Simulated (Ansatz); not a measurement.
# Dielectric response of LiBr (110) films

Wanted: ε of rocksalt LiBr (110) by finite fields on slabs, and the band edges against the vacuum where run.

Calculated with Ansatz 0.2.0; plane-wave DFT, PBEsol, Ansatz PAW.

## (1) The starting structure

The cell holds 10 atoms: 5 Li and 5 Br. Cell: a = 3.889 Å, b = 5.500 Å, c = 25.778 Å, α = 90.0°, β = 90.0°, γ = 90.0°. It derives from LiBr (rocksalt LiBr). Vacuum lies along c.

## (2) Relaxation, 10 atoms, units 5

The structure is relaxed first, because levels and dipoles at a surface follow the positions of the outer atoms.

Input file input.yaml:

```yaml
crystal:
  lattice:
    - [3.8890873, 0.0, 0.0]
    - [0.0, 5.5, 0.0]
    - [0.0, 0.0, 25.7781745931]
  atoms:
    - { symbol: Li, position: [0.5, 0.5, 0.3491325566] }
    - { symbol: Br, position: [0.5, 0.0, 0.3491325566] }
    - { symbol: Li, position: [0.0, 0.0, 0.4245662783] }
    - { symbol: Br, position: [0.0, 0.5, 0.4245662783] }
    - { symbol: Li, position: [0.5, 0.5, 0.5] }
    - { symbol: Br, position: [0.5, 0.0, 0.5] }
    - { symbol: Li, position: [0.0, 0.0, 0.5754337217] }
    - { symbol: Br, position: [0.0, 0.5, 0.5754337217] }
    - { symbol: Li, position: [0.5, 0.5, 0.6508674434] }
    - { symbol: Br, position: [0.5, 0.0, 0.6508674434] }
kpoints:
  mp_grid: { grid: [8, 6, 1] }
hamiltonian:
  xc: pbesol
scf:
  occupations: { method: fixed }
  convergence: { dr2_threshold: 1.0e-09 }
efield:
  axis: 3
  dipole_correction: true
  ramp_position: 0.97
  ramp_width: 0.06
relax:
  f_tol: 0.003
  max_steps: 100
output:
  write_potential: true
  write_density: true
  volumetric_format: npy
```

Launch:

```console
ansatz run input.yaml --threads 4 --pin off --max-ram 12288MiB --backend cpu --events-out ev --progress --plain --runs-dir out
```

Numbers of over 12 decimals in the logs are rounded to 6 here.

Output:

```text
Engine: ansatz 0.2.0, aarch64-unknown-linux-gnu
Pseudopotentials: kind: paw
Pseudopotential: Li, paw, valence charge 3, recommended cutoff 420 eV (normal), Li.paw.azcp
Pseudopotential: Br, paw, valence charge 7, recommended cutoff 420 eV (normal), Br.paw.azcp
Functional definition: PBEsol
  exchange = pbesol_x
  correlation = pbesol_c
Crystal: 10 atoms, lattice volume = 551.395 Å³
Basis set: ecut = 420 eV, 10813 PW (Γ), exchange–correlation on 54×80×360 points (8 copies of the dense FFT grid, shifted against one another)
Bands: 35, of which v1, the nominal top of the filled ones, is band 25 counted from 1 (24 counted from 0)
Symmetry: 4 space group operations
k-points: 20 of 48
Non-local potential: Li, projectors of the file, l = 0: 3, l = 1: 2, l = 2: 1
Non-local potential: Br, projectors of the file, l = 0: 2, l = 1: 2, l = 2: 2
PAW form: soft (Blöchl's): semilocal exchange-correlation on the pseudo side does not see the compensation charge
PAW frozen core: Br, regenerated for the run's functional, and the local potential with it (the file was generated under x = pbe(κ = 0.804, μ = 0.219515), c = pbe(β = 0.066725))
PAW one-centre angular grid: Li, 110 points (default); XC on 64 Gauss nodes
PAW one-centre angular grid: Br, 110 points (default); XC on 64 Gauss nodes
Initial density: superposition of atomic densities (neutral atoms: chi_scale 0, normalization atom), corrected by the library's trained network
Initial wavefunctions: pseudopotential atomic-orbital guess
Functional: x = pbesol(κ = 0.804, μ = 0.123457), c = pbesol(β = 0.046)
SCF iter   1: F=—  HF=-14711.843379 eV  |F-HF|=—  |Δ(HF+E_count)|=         —  Δρ=1.28e-3  dr2=1.45e-2  ethr=1.77e-3  p=-0.000 e·Å  D=-2.29e-15 V/Å  ΔV_dip=0.00 eV  dr2_dipole=2.92e-10  V_vac-E_F(+/−)=5.66/5.66 eV  ⟨swp⟩=6.3  Hψ=3290  notcnv=0  defer=152
efield: sawtooth ramp at fractional position 0.9700 (set: `efield.ramp_position`, or a place that a band, a saddle search or an elastic batch's reference lends), width 0.0600; the density the first Hamiltonian is built on has a dipole p = -0.000 e·Å; the dipole correction subtracts the counter field D = -2.29e-15 V/Å, which shifts the + side's vacuum level by +0.00 eV against the − side's; the planar-averaged density in the ramp window peaks in size at 3.1e-6 e/Å³
preconditioner: auto → Resta (q_TF=auto, 1.829 Å⁻¹)  ε∞=1.9  [insulator: Δε(μ)=3.791 eV  Ē_g=10.800 eV  n_scr=50 (ndim 8)  ℏωp=10.0 eV  f_vac=0.571  ε∞_Penn≈1.9  vacuum switching on, ρ_ref=8.5e-3 e/Å³]
SCF iter   2: F=—  HF=-14711.838976 eV  |F-HF|=—  |Δ(HF+E_count)|=   4.40e-3  Δρ=5.75e-4  dr2=1.92e-3  ethr=2.90e-5  p=0.000 e·Å  D=3.80e-6 V/Å  ΔV_dip=-0.00 eV  dr2_dipole=2.90e-10  V_vac-E_F(+/−)=5.61/5.61 eV  ⟨swp⟩=3.1  Hψ=1292  notcnv=0  defer=160
density mixer auto → msr1: gapped (density of states about μ 0.00 of a free-electron gas's, 50 screened modes)
SCF iter   3: F=—  HF=-14711.838813 eV  |F-HF|=—  |Δ(HF+E_count)|=   1.63e-4  Δρ=1.55e-4  dr2=1.98e-4  ethr=3.85e-6  p=-0.000 e·Å  D=-3.81e-6 V/Å  ΔV_dip=0.00 eV  dr2_dipole=3.83e-10  V_vac-E_F(+/−)=5.60/5.60 eV  ⟨swp⟩=2.6  Hψ=1190  notcnv=0  defer=160
SCF iter   4: F=—  HF=-14711.838842 eV  |F-HF|=—  |Δ(HF+E_count)|=   2.91e-5  Δρ=4.76e-5  dr2=1.60e-5  ethr=3.96e-7  p=0.000 e·Å  D=1.31e-6 V/Å  ΔV_dip=-0.00 eV  dr2_dipole=5.13e-11  V_vac-E_F(+/−)=5.59/5.59 eV  ⟨swp⟩=2.0  Hψ=955  notcnv=0  defer=160
SCF iter   5: F=—  HF=-14711.838851 eV  |F-HF|=—  |Δ(HF+E_count)|=   8.48e-6  Δρ=9.78e-6  dr2=5.95e-7  ethr=3.19e-8  p=-0.000 e·Å  D=-7.28e-7 V/Å  ΔV_dip=0.00 eV  dr2_dipole=1.41e-11  V_vac-E_F(+/−)=5.59/5.59 eV  ⟨swp⟩=2.0  Hψ=938  notcnv=0  defer=155
SCF iter   6: F=—  HF=-14711.838714 eV  |F-HF|=—  |Δ(HF+E_count)|=   1.36e-4  Δρ=2.04e-6  dr2=1.93e-8  ethr=1.19e-9  p=0.000 e·Å  D=5.16e-7 V/Å  ΔV_dip=-0.00 eV  dr2_dipole=7.10e-12  V_vac-E_F(+/−)=5.59/5.59 eV  ⟨swp⟩=2.0  Hψ=1000  notcnv=0  defer=147
SCF iter   7: F=—  HF=-14711.838714 eV  |F-HF|=—  |Δ(HF+E_count)|=   3.96e-8  Δρ=5.55e-7  dr2=1.76e-9  ethr=3.87e-11  p=-0.000 e·Å  D=-3.57e-7 V/Å  ΔV_dip=0.00 eV  dr2_dipole=3.50e-12  V_vac-E_F(+/−)=5.59/5.59 eV  ⟨swp⟩=2.0  Hψ=936  notcnv=0  defer=147
SCF iter   8: F=-14711.838714 eV  HF=-14711.838714 eV  |F-HF|=7.28e-11  |Δ(HF+E_count)|=   4.23e-9  Δρ=6.44e-8  dr2=3.63e-11  ethr=2.00e-12  p=0.000 e·Å  D=3.60e-7 V/Å  ΔV_dip=-0.00 eV  dr2_dipole=3.47e-12  V_vac-E_F(+/−)=5.59/5.59 eV  ⟨swp⟩=8.1  Hψ=3807  notcnv=0
SCF 1 converged in 8 iterations: F = -14711.838714 eV  dr2 = 3.63e-11
  greatest PAW one-centre occupation: 0.999 electrons in one spin orbital (limit 2), on the Li atom at site 8 (counted from 0), in its partial waves of l = 0
relax step   1: F+E_penalty+E_count = -14711.83871432 eV  Δ(F+E_penalty+E_count) = +0.000e0 eV  max|allowed force component| = 5.438e-1 eV/Å  Δτ_max = 0.0000 Å  (8 SCF iters, accepted)
Initial density: handed on by an earlier stage of this run
Initial wavefunctions: those handed on with the density
iter 1 solved again at ethr=1.05e-4 eV; its pass at ethr=3.10e-3 eV (dr2=5.27e-2 eV) is discarded
SCF iter   1: F=—  HF=-14712.007493 eV  |F-HF|=—  |Δ(HF+E_count)|=         —  Δρ=1.58e-3  dr2=5.52e-2  ethr=1.05e-4  p=0.000 e·Å  D=3.60e-7 V/Å  ΔV_dip=-0.00 eV  dr2_dipole=1.06e-11  V_vac-E_F(+/−)=5.65/5.65 eV  ⟨swp⟩=1.9  Hψ=2753  notcnv=0  defer=157
efield: sawtooth ramp at fractional position 0.9700 (set: `efield.ramp_position`, or a place that a band, a saddle search or an elastic batch's reference lends), width 0.0600; the density the first Hamiltonian is built on has a dipole p = 0.000 e·Å; the dipole correction subtracts the counter field D = 3.60e-7 V/Å, which shifts the + side's vacuum level by -0.00 eV against the − side's; the planar-averaged density in the ramp window peaks in size at 1.8e-7 e/Å³
preconditioner: auto → Resta (q_TF=auto, 1.829 Å⁻¹)  ε∞=1.8  [insulator: Δε(μ)=4.097 eV  Ē_g=10.985 eV  n_scr=50 (ndim 8)  ℏωp=10.0 eV  f_vac=0.579  ε∞_Penn≈1.8  vacuum switching on, ρ_ref=8.8e-3 e/Å³]
SCF iter   2: F=—  HF=-14712.004973 eV  |F-HF|=—  |Δ(HF+E_count)|=   2.52e-3  Δρ=8.00e-4  dr2=4.79e-3  ethr=1.05e-4  p=-0.000 e·Å  D=-3.96e-7 V/Å  ΔV_dip=0.00 eV  dr2_dipole=1.30e-13  V_vac-E_F(+/−)=5.83/5.83 eV  ⟨swp⟩=3.5  Hψ=1027  notcnv=0  defer=160  κ⁻¹=1.0e0(r=1)
density mixer auto → broyden: gapped, where msr1 would fit the directions that read negative (density of states about μ 0.00 of a free-electron gas's, 50 screened modes)
[...]
SCF iter   8: F=-14712.077097 eV  HF=-14712.077097 eV  |F-HF|=2.84e-9  |Δ(HF+E_count)|=   6.15e-8  Δρ=4.25e-7  dr2=9.34e-10  ethr=2.00e-12  p=0.000 e·Å  D=3.41e-7 V/Å  ΔV_dip=-0.00 eV  dr2_dipole=1.43e-15  V_vac-E_F(+/−)=6.22/6.22 eV  ⟨swp⟩=7.2  Hψ=4477  notcnv=0
SCF 3 converged in 8 iterations: F = -14712.077097 eV  dr2 = 9.34e-10
  greatest PAW one-centre occupation: 0.999 electrons in one spin orbital (limit 2), on the Li atom at site 0 (counted from 0), in its partial waves of l = 0
relax step   3: F+E_penalty+E_count = -14712.07709748 eV  Δ(F+E_penalty+E_count) = -6.470e-2 eV  max|allowed force component| = 5.641e-2 eV/Å  Δτ_max = 0.1926 Å  (8 SCF iters, accepted)
[...]
relax step   4: F+E_penalty+E_count = -14712.07826713 eV  Δ(F+E_penalty+E_count) = -1.170e-3 eV  max|allowed force component| = 1.497e-2 eV/Å  Δτ_max = 0.0342 Å  (7 SCF iters, accepted)
[...]
relax step   5: F+E_penalty+E_count = -14712.07850771 eV  Δ(F+E_penalty+E_count) = -2.406e-4 eV  max|allowed force component| = 4.144e-3 eV/Å  Δτ_max = 0.0103 Å  (6 SCF iters, accepted)
SCF iter   1: F=—  HF=-14712.078652 eV  |F-HF|=—  |Δ(HF+E_count)|=         —  Δρ=1.87e-5  dr2=7.25e-6  ethr=4.84e-8  p=0.000 e·Å  D=5.83e-8 V/Å  ΔV_dip=-0.00 eV  dr2_dipole=1.02e-13  V_vac-E_F(+/−)=6.25/6.25 eV  ⟨swp⟩=3.5  Hψ=1669  notcnv=0  defer=157
efield: sawtooth ramp at fractional position 0.9700 (set: `efield.ramp_position`, or a place that a band, a saddle search or an elastic batch's reference lends), width 0.0600; the density the first Hamiltonian is built on has a dipole p = 0.000 e·Å; the dipole correction subtracts the counter field D = 5.83e-8 V/Å, which shifts the + side's vacuum level by -0.00 eV against the − side's; the planar-averaged density in the ramp window peaks in size at 5.2e-7 e/Å³
preconditioner: auto → Resta (q_TF=auto, 1.829 Å⁻¹)  ε∞=1.8  [insulator: Δε(μ)=4.247 eV  Ē_g=11.123 eV  n_scr=50 (ndim 8)  ℏωp=10.0 eV  f_vac=0.584  ε∞_Penn≈1.8  vacuum switching on, ρ_ref=9.0e-3 e/Å³]
SCF iter   2: F=—  HF=-14712.078650 eV  |F-HF|=—  |Δ(HF+E_count)|=   2.61e-6  Δρ=7.43e-6  dr2=4.73e-7  ethr=1.45e-8  p=-0.000 e·Å  D=-1.36e-8 V/Å  ΔV_dip=0.00 eV  dr2_dipole=5.62e-15  V_vac-E_F(+/−)=6.25/6.25 eV  ⟨swp⟩=2.0  Hψ=1086  notcnv=0  defer=92  κ⁻¹=1.0e0(r=1)
density mixer auto → broyden: gapped, where msr1 would fit the directions that read negative (density of states about μ 0.00 of a free-electron gas's, 50 screened modes)
SCF iter   3: F=—  HF=-14712.078514 eV  |F-HF|=—  |Δ(HF+E_count)|=   1.36e-4  Δρ=3.36e-6  dr2=7.74e-8  ethr=9.46e-10  p=0.000 e·Å  D=6.23e-9 V/Å  ΔV_dip=-0.00 eV  dr2_dipole=7.00e-15  V_vac-E_F(+/−)=6.25/6.25 eV  ⟨swp⟩=2.3  Hψ=872  notcnv=0  defer=72  κ⁻¹=2.9e-2(r=2)
SCF iter   4: F=—  HF=-14712.078514 eV  |F-HF|=—  |Δ(HF+E_count)|=   1.52e-8  Δρ=9.21e-7  dr2=5.43e-9  ethr=1.55e-10  p=-0.000 e·Å  D=-1.99e-8 V/Å  ΔV_dip=0.00 eV  dr2_dipole=3.99e-15  V_vac-E_F(+/−)=6.25/6.25 eV  ⟨swp⟩=2.3  Hψ=953  notcnv=0  defer=72  κ⁻¹=2.5e-3(r=3)
SCF iter   5: F=-14712.078514 eV  HF=-14712.078514 eV  |F-HF|=9.71e-10  |Δ(HF+E_count)|=   6.00e-9  Δρ=2.82e-7  dr2=3.53e-10  ethr=2.00e-12  p=-0.000 e·Å  D=-1.64e-9 V/Å  ΔV_dip=0.00 eV  dr2_dipole=2.03e-16  V_vac-E_F(+/−)=6.25/6.25 eV  ⟨swp⟩=8.2  Hψ=4005  notcnv=0
SCF 6 converged in 5 iterations: F = -14712.078514 eV  dr2 = 3.53e-10
relax step   6: F+E_penalty+E_count = -14712.07851366 eV  Δ(F+E_penalty+E_count) = -5.948e-6 eV  max|allowed force component| = 3.623e-4 eV/Å  Δτ_max = 0.0016 Å  (5 SCF iters, accepted)
NSCF: frozen V_eff on 20 k-points
the band table was solved once a step of the walk had ended and its energy, with any forces and stress, was formed, with the checks that follow a solve (5521 applications of the Hamiltonian). They found nothing against the state; the energy, forces and stress were not computed again (output.eigenvalues in the input reference)
WARN: The output density's exchange-correlation potential varies sharply where the density is thin. Do not read a vacuum level from v_tot or v_xc, or from such a field of the output density. On a cell that repeats whose density bears no net charge and no dipole along the vacuum's axis use v_es (v_loc + v_h of the components); under efield.dipole_correction with no amplitude use v_es + v_field, which holds any externa [...]
SCF converged after 5 iterations
Stability not checked: this state was not tested for a lower state beside it, because the mixer in use, unlike msr1, does not test its closes by its own steps (another_mixer; see scf.mixing.algorithm and scf.lower_state_search)
Free energy (F): -14712.078514 eV
Harris-Foulkes:  -14712.078514 eV  (|F-HF|=9.71e-10)
Internal energy: -14712.078514 eV  (E = F + TS)
E sigma→0 (E₀):  -14712.078514 eV
Fermi energy:    -3.015485 eV
Dipole field:    D = -0.000000 V/Å  (p = -0.000000 e·Å, saw-weighted, corrected)
Work function:   Φ+ = 6.2507 eV   Φ− = 6.2507 eV
Levels:          The Fermi level and band energies are counted from a zero that moves with the ramp; work functions are not
--- Per-component energies (eV) ---
  E_band       = -769.777520
  E_kinetic    = 777.188097
  E_local      = -20091.179026  (includes V_loc(G=0)·N_el)
  E_nonlocal   = 187.213923
  E_hartree    = 9532.583619
  E_xc         = -1363.322581
  E_vxc        = -591.281748  (∫ρ·V_xc dr)
  E_paw        = -11112.095877  (= ΣΔE_a)
  E_vpaw       = -116.885397  (= ΣTr[D̂ρ^β])
  E_aug_tail   = 0.000063  (compensation charges beyond the density's cutoff)
  E_efield     = 0.000000  (sawtooth field / dipole correction)
  E_vefield    = 0.000000  (∫n·V_field dr)
  E_ewald      = 7357.071915
  E_core_change = 0.461352  (= ΣΔE_core)
  E_smearing   = -0.000000  (= −TS)
  E_closure    = -0.000000  (closes the sum)
  Σ components = -14712.078514   (vs F -14712.078514, Δ=0.00e0)
--- Forces (eV/Å), atoms counted from 1 ---
  atom   1  Li     0.00000000     0.00000000     0.00017592
  atom   2  Br     0.00000000    -0.00000000    -0.00007966
  atom   3  Li     0.00000000     0.00000000     0.00014491
  atom   4  Br     0.00000000     0.00000000     0.00036226
  atom   5  Li     0.00000000     0.00000000     0.00000013
  atom   6  Br     0.00000000    -0.00000000    -0.00000037
  atom   7  Li     0.00000000    -0.00000000    -0.00014514
  atom   8  Br     0.00000000    -0.00000000    -0.00036222
  atom   9  Li     0.00000000    -0.00000000    -0.00017591
  atom  10  Br     0.00000000     0.00000000     0.00008007
  max |Σ_I F_I| component: 5.76e-10 eV/Å
--- Band table (eV; the first three rows and the last of 20) ---
  k-point 0: bands = [... 21 lower, -3.4148, -3.2878, -3.0306, -3.0155, 1.2318, 1.6286, 2.6218, 3.0456, ... 6 higher]
  k-point 1: bands = [... 21 lower, -3.3943, -3.3318, -3.0405, -3.0390, 1.5275, 1.7679, 2.5199, 2.8362, ... 6 higher]
  k-point 2: bands = [... 21 lower, -3.4454, -3.4441, -3.0890, -3.0465, 2.0291, 2.1497, 2.4320, 2.7063, ... 6 higher]
  k-point 19: bands = [... 21 lower, -3.9056, -3.7261, -3.6816, -3.2198, 2.1744, 2.7803, 3.1052, 3.8911, ... 6 higher]
--- Relaxed structure (6 steps of the walk, 6 accepted, 0 SCFs on fresh bases) ---
  F+E_penalty+E_count = -14712.07851366 eV   max|allowed force component| = 3.623e-4 eV/Å
  atoms:
    - { symbol: Li, position: [0.5, 0.500000, 0.364353] }
    - { symbol: Br, position: [0.5, 7.302041673756709e-19, 0.351939] }
    - { symbol: Li, position: [0.0, -1.1881619677833284e-18, 0.420000] }
    - { symbol: Br, position: [0.0, 0.500000, 0.426482] }
    - { symbol: Li, position: [0.5, 0.500000, 0.500000] }
    - { symbol: Br, position: [0.5, 0, 0.500000] }
    - { symbol: Li, position: [0.0, 1.1881639126093453e-18, 0.580000] }
    - { symbol: Br, position: [0.0, 0.500000, 0.573518] }
    - { symbol: Li, position: [0.5, 0.500000, 0.635647] }
    - { symbol: Br, position: [0.5, -7.302047281829164e-19, 0.648061] }
```

Wall time 45 s (4 threads of Arm Neoverse V1, shared host); peak memory 0.95 GiB.

Relaxation path:

```tsv
step	energy less that of the first step (eV)	largest force component (eV/Å)
1	0.0000	0.5438
2	-0.1737	0.2076
3	-0.2384	0.0564
4	-0.2396	0.0150
5	-0.2398	0.0041
6	-0.2398	0.0004
```

Forces are held to the 4 operations that the run works with; a distortion that breaks them can't arise in this run.

The atoms that moved most (Å):

```tsv
atom	dx	dy	dz	length
Li9	0.000	0.000	-0.392	0.392
Li1	0.000	0.000	0.392	0.392
Li7	0.000	0.000	0.118	0.118
Li3	0.000	0.000	-0.118	0.118
Br10	0.000	0.000	-0.072	0.072
Br2	0.000	0.000	0.072	0.072
Br8	0.000	0.000	-0.049	0.049
Br4	0.000	0.000	0.049	0.049
```

Final coordinates:

```cif
data_structure
_symmetry_space_group_name_H-M 'P 1'
_symmetry_Int_Tables_number 1
_cell_length_a 3.8891
_cell_length_b 5.5000
_cell_length_c 25.7782
_cell_angle_alpha 90.000
_cell_angle_beta 90.000
_cell_angle_gamma 90.000
_cell_volume 551.39
loop_
_atom_site_label
_atom_site_type_symbol
_atom_site_fract_x
_atom_site_fract_y
_atom_site_fract_z
_atom_site_occupancy
Li1 Li 0.50000 0.50000 0.36435 1
Br2 Br 0.50000 0.00000 0.35194 1
Li3 Li 0.00000 0.00000 0.42000 1
Br4 Br 0.00000 0.50000 0.42648 1
Li5 Li 0.50000 0.50000 0.50000 1
Br6 Br 0.50000 0.00000 0.50000 1
Li7 Li 0.00000 0.00000 0.58000 1
Br8 Br 0.00000 0.50000 0.57352 1
Li9 Li 0.50000 0.50000 0.63565 1
Br10 Br 0.50000 0.00000 0.64806 1
```

This step gave:

```
gap on the k-mesh             : 4.247 eV
dipole along the normal       : -4.02e-8 e·Å
ionisation energy, upper face : 6.251 eV
electron affinity, upper face : 2.003 eV
```

Running mean over 1.945 Å of the planar mean; the ramp of the sawtooth is left out. Table of electron's electrostatic potential energy less the highest filled level by z:

```tsv
z (Å)	electron's electrostatic potential energy less the highest filled level (eV)
3.5	6.25
4.0	6.25
4.5	6.25
5.0	6.25
5.5	6.25
6.0	6.24
6.5	6.21
7.0	6.07
7.5	5.44
8.0	3.48
8.5	0.860
9.0	-0.678
9.5	-1.30
10.0	-1.76
10.5	-1.59
11.0	-1.21
11.5	-1.10
12.0	-1.06
12.5	-1.02
13.0	-0.985
13.5	-1.05
14.0	-1.07
14.5	-1.13
15.0	-1.34
15.5	-1.74
16.0	-1.61
16.5	-1.04
17.0	-0.190
17.5	1.98
18.0	4.51
18.5	5.84
19.0	6.16
19.5	6.23
20.0	6.25
20.5	6.25
21.0	6.25
21.5	6.25
22.0	6.25
22.5	6.25
```

The relaxation took 6 steps and lowered the energy by 0.24 eV; the largest force on the free atoms ends at 3.6e-4 eV/Å.

The gap is 4.25 eV, with the valence edge 6.25 eV and the conduction edge 2.00 eV under the upper vacuum level.

## (3) The relaxed film, single point, 10 atoms, units 5

The film was relaxed beforehand; a single point on the relaxed positions gives its levels and potential.

input.yaml, the sections that differ from step 2:

```yaml
crystal:
  lattice:
    - [3.8890873, 0.0, 0.0]
    - [0.0, 5.5, 0.0]
    - [0.0, 0.0, 25.7781745931]
  atoms:
    - { symbol: Li, position: [0.5, 0.5, 0.3643525645] }
    - { symbol: Br, position: [0.5, 0.0, 0.3519391183] }
    - { symbol: Li, position: [0.0, 0.0, 0.4199995419] }
    - { symbol: Br, position: [0.0, 0.5, 0.4264816473] }
    - { symbol: Li, position: [0.5, 0.5, 0.4999999967] }
    - { symbol: Br, position: [0.5, 0.0, 0.5000000054] }
    - { symbol: Li, position: [0.0, 0.0, 0.5800004655] }
    - { symbol: Br, position: [0.0, 0.5, 0.5735183502] }
    - { symbol: Li, position: [0.5, 0.5, 0.6356474306] }
    - { symbol: Br, position: [0.5, 0.0, 0.6480608795] }
output:
  eigenvalues: true
  write_potential: true
  write_density: true
  volumetric_format: npy
# kpoints, hamiltonian, scf, efield: as in step 2
# relax: removed
```

Output:

```text
[...]
Crystal: 10 atoms, lattice volume = 551.395 Å³
Basis set: ecut = 420 eV, 10813 PW (Γ)
Bands: 35, of which v1, the nominal top of the filled ones, is band 25 counted from 1 (24 counted from 0)
Symmetry: 4 space group operations
k-points: 20 of 48
[...]
SCF iter   1: F=—  HF=-14712.084313 eV  |F-HF|=—  |Δ(HF+E_count)|=         —  Δρ=1.33e-3  dr2=1.51e-2  ethr=1.77e-3  p=-0.000 e·Å  D=-8.86e-9 V/Å  ΔV_dip=0.00 eV  dr2_dipole=4.73e-13  V_vac-E_F(+/−)=6.30/6.30 eV  ⟨swp⟩=6.3  Hψ=3321  notcnv=0  defer=153
[...]
SCF iter   8: F=-14712.078779 eV  HF=-14712.078779 eV  |F-HF|=3.64e-12  |Δ(HF+E_count)|=   5.30e-9  Δρ=1.04e-7  dr2=9.61e-11  ethr=2.00e-12  p=-0.000 e·Å  D=-1.57e-7 V/Å  ΔV_dip=0.00 eV  dr2_dipole=5.01e-13  V_vac-E_F(+/−)=6.25/6.25 eV  ⟨swp⟩=21.4  Hψ=4920  notcnv=0
SCF 1 converged in 8 iterations: F = -14712.078779 eV  dr2 = 9.61e-11
[...]
SCF converged after 8 iterations
Free energy (F): -14712.078779 eV
[...]
Internal energy: -14712.078779 eV  (E = F + TS)
E sigma→0 (E₀):  -14712.078779 eV
Fermi energy:    -3.015545 eV
Dipole field:    D = 0.000000 V/Å  (p = 0.000001 e·Å, saw-weighted, corrected)
Work function:   Φ+ = 6.2507 eV   Φ− = 6.2508 eV
[...]
--- Band table (eV; the first three rows and the last of 20) ---
  k-point 0: bands = [... 21 lower, -3.4148, -3.2878, -3.0307, -3.0155, 1.2308, 1.6272, 2.6210, 3.0453, ... 6 higher]
  k-point 1: bands = [... 21 lower, -3.3943, -3.3319, -3.0405, -3.0391, 1.5264, 1.7664, 2.5194, 2.8360, ... 6 higher]
  k-point 2: bands = [... 21 lower, -3.4455, -3.4441, -3.0890, -3.0466, 2.0276, 2.1481, 2.4318, 2.7062, ... 6 higher]
  k-point 19: bands = [... 21 lower, -3.9056, -3.7261, -3.6816, -3.2198, 2.1738, 2.7803, 3.1040, 3.8911, ... 6 higher]
```

The job ended after 13 s (4 threads; peak memory 1 GiB; 50 s of CPU time).

In the SCF lines HF is the Harris–Foulkes energy and dr2 the Hartree energy of the density residual, in eV; the loop may stop once dr2 is under the threshold and the program's other checks hold. Hψ counts applications of the Hamiltonian.

This step gave:

| Item | Value |
| --- | --- |
| gap on the k-mesh | 4.246 eV |
| dipole along the normal | 1.27e-6 e·Å |
| electron affinity, upper face | 2.004 eV |

Running mean over 1.945 Å of the planar mean; the ramp of the sawtooth is left out. The electron's electrostatic potential energy less the highest filled level by z:

(Unchanged from step 2.)

The gap is 4.25 eV, with the valence edge 6.25 eV and the conduction edge 2.00 eV under the upper vacuum level.

(Part 1 of 5 ends here.)

[Logs are printed without paths, hosts, clocks, repeated set-up lines and the standing remarks that a program may print on its own settings, such as how far it seeks lower states.]

[Hosts, paths, dates, database ids (printed as entryN), source tags and the programs' standing remarks are cut or masked in the printed files.]

[Maps of the electrostatic potential energy from Ansatz leave out the sawtooth potential of an applied field or a dipole correction, so their vacuum need not be flat; planar profiles and work functions include it.]
